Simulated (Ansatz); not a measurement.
**KF (wurtzite) from LDA to hybrids**

All numbers come from Ansatz 0.2.0. The calculation is spin-unpolarised, and the structure need not be a phase that has been made.

The cell is KF (wurtzite) (no longer in that coordination); cell and atoms were relaxed with r2SCAN. It is hexagonal, P6_3/mmc (No. 194); conventional cell a = 4.485 Å, c = 5.271 Å, 22.96 Å³ an atom. K is surrounded by 5 F at 2.59–2.64 Å; F is surrounded by 5 K at 2.59–2.64 Å. The cell started from the wurtzite prototype, but the relaxation took it to the higher symmetry P6_3/mmc (No. 194), so the name no longer describes it.

```cif
data_structure
_symmetry_space_group_name_H-M 'P6_3/mmc'
_symmetry_Int_Tables_number 194
_cell_length_a 4.4850
_cell_length_b 4.4850
_cell_length_c 5.2713
_cell_angle_alpha 90.000
_cell_angle_beta 90.000
_cell_angle_gamma 120.000
_cell_volume 91.83
loop_
_atom_site_label
_atom_site_type_symbol
_atom_site_symmetry_multiplicity
_atom_site_Wyckoff_symbol
_atom_site_fract_x
_atom_site_fract_y
_atom_site_fract_z
_atom_site_occupancy
K1 K 2 d 0.33333 0.66667 0.75000 1
F1 F 2 c 0.33333 0.66667 0.25000 1
```

Relaxed lattice by functional, symmetry kept:
```
functional   k mesh  a (Å)  c (Å)  volume (Å³/atom)
       PBE  12×12×4  4.547  5.374             24.05
    r2SCAN    6×6×4  4.485  5.271             22.96
    PBEsol    6×6×4  4.468  5.260             22.73
       LDA    6×6×4  4.353  5.121             21.01
     HSE06    6×6×4  4.514  5.318             23.46
```

Gaps on the r2SCAN cell, each the least over its mesh and the special points:

| level | k mesh | gap (eV) | kind | edges | least direct gap (eV) | rough cost |
| --- | --- | --- | --- | --- | --- | --- |
| LDA | 6×6×6 | 5.15 | direct | Γ | 5.15 | 9 core-seconds |
| PBE | 6×6×6 | 5.38 | direct | Γ | 5.38 | 13 core-seconds |
| r2SCAN | 6×6×6 | 5.96 | direct | Γ | 5.96 | 19 core-seconds |
| r2SCANh | 6×6×4 | 6.93 | direct | Γ | 6.93 | 7 core-minutes |
| HSE06 | 6×6×4 | 7.27 | direct | Γ | 7.27 | 5 core-minutes |
| DDH-PBE0 | 6×6×4 | 11.41 | direct | Γ | 11.41 | 7 core-minutes |
| PBE0 | 6×6×4 | 8.05 | direct | Γ | 8.05 | 6 core-minutes |
| Hartree-Fock | 6×6×4 | 15.88 | direct | Γ | 15.88 | 6 core-minutes |

PBE: smearing of 0.02 eV; the others have fixed occupations.
Wave cutoffs: 420 eV, 500 eV (r2SCAN, r2SCANh).
Costs come from shared machines and give only the order; PBE's includes the band path. The runs had 2 threads of Arm Neoverse N1 (shared host).

With HSE06 the gap is 7.27 eV and direct, at Γ.

r2SCAN covers 31 % of the step from PBE to HSE06, while HSE06 needs about 17 times r2SCAN's cost (on a coarser mesh). Among these functionals the gap stays direct.

r2SCAN (ground state on 6×6×4): The clamped-ion dielectric constant comes out as 1.74 along x and y, 1.78 along z. Born charges, averaged over directions: K +1.09, F -1.09 e. PBE (ground state on 6×6×4): ε∞: 1.79 along x and y, 1.83 along z. Born charges, averaged over directions: K +1.09, F -1.09 e.

The meshes of the hybrids are coarse, so their gaps aren't converged to the digits shown.
